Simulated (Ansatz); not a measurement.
This Sc₃AlN₄ structure is the end of a relaxation. The cell was found from a structure generator's guess, not taken from experiment.

All numbers below come from DFT PBE, scalar-relativistic, plane waves, PAW in Ansatz. Cutoff 420 eV, Γ-centred mesh, Gaussian smearing, no spin polarisation.

```
Sc Al N
1.0
     3.11251   -4.43918    0.00000
     3.11251    4.43918    0.00000
     0.00000    0.00000    3.12302
Sc Al N
3 1 4
Direct
  0.00000 0.50000 0.00000
  0.00000 0.00000 0.50000
  0.50000 0.00000 0.00000
  0.50000 0.50000 0.50000
  0.73660 0.73660 0.00000
  0.74702 0.25298 0.50000
  0.25298 0.74702 0.50000
  0.26340 0.26340 0.00000
```

Formation energies are uncorrected and refer to the elements' standard structures at the same level (N₂ as a molecule).

Problem. Find its symmetry and describe it.

Solution. Cmmm (No. 65), with Sc and Al ordered on rock salt sites. Conventional cell: a = 6.225 Å, b = 8.878 Å, c = 3.123 Å. Sc on a site of symmetry 2/m has 6 N at 2.20–2.22 Å, 8 Sc at 3.11–3.13 Å and 4 Al at 3.13 Å; Sc on a site of symmetry mmm has 6 N at 2.25–2.26 Å, 2 Al at 3.11 Å and 10 Sc at 3.12–3.13 Å; Al is surrounded by 6 N at 2.15–2.19 Å, 10 Sc at 3.11–3.13 Å and 2 Al at 3.12 Å; N on a site of symmetry 2mm is surrounded by 2 Al at 2.15 Å and 4 Sc at 2.22–2.26 Å; 1 more site not described.

Problem. How far does it lie from the elements in energy?

Solution. −1.636 eV/atom. A negative formation energy is needed for stability but isn't enough: competing phases decide.

Problem. Is it a metal?

Solution. No, the gap on the 8×8×12 mesh is 0.31 eV.

The last run used an 8×8×12 mesh (in the run's order of axes) for its 8-atom cell and Gaussian smearing of 0.02 eV. Kohn–Sham gaps at this level usually fall short of measured ones. Small gaps are read on the mesh alone, and bands can cross between its points. A structure relaxed within its symmetry needn't be a true minimum.
